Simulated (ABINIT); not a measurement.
## Al2Au: single point with PBE

Al2Au:

```xyz
3
Lattice="0.0000 3.0000 3.0000 3.0000 0.0000 3.0000 3.0000 3.0000 0.0000" Properties=species:S:1:pos:R:3 pbc="T T T"
Au    0.0000    0.0000    0.0000
Al    4.5000    4.5000    4.5000
Al    1.5000    1.5000    1.5000
```

```json
{
  "Program": "ABINIT 10.8.3 (patched build)",
  "Task": "single point",
  "Functional": "PBE",
  "Potentials or basis": "JTH PAW PBE v2.0",
  "Cutoff": "544 eV",
  "k mesh": "8 × 8 × 8",
  "Occupations": "gaussian, width 0.2 eV",
  "Spin": "no spin polarisation"
}
```

The pressure is 3.1 GPa, the band gap on the k mesh is none (metal or under the smearing width) and the valence electrons inside the program's atomic spheres are Au 9.77; Al 0.72.

Levels at points of the mesh, in eV from the Fermi level:
| k point | band 7 | band 8 | band 9 | band 10 | band 11 | band 12 |
| --- | --- | --- | --- | --- | --- | --- |
| (0.00, 0.00, 0.00) | 2.26 | 2.94 | 2.94 | 2.94 | 3.87 | 3.87 |
| (0.50, 0.00, 0.00) | -5.48 | 0.34 | 0.34 | 3.30 | 3.56 | 3.78 |
| (0.50, 0.50, 0.00) | -5.05 | -2.14 | -2.14 | 1.23 | 2.07 | 7.71 |

Wall time 49 s on 1 thread of Arm Neoverse V2 (shared host), peak memory 0.13 GiB.

Spin-orbit coupling is left out, which matters for the levels of Au.
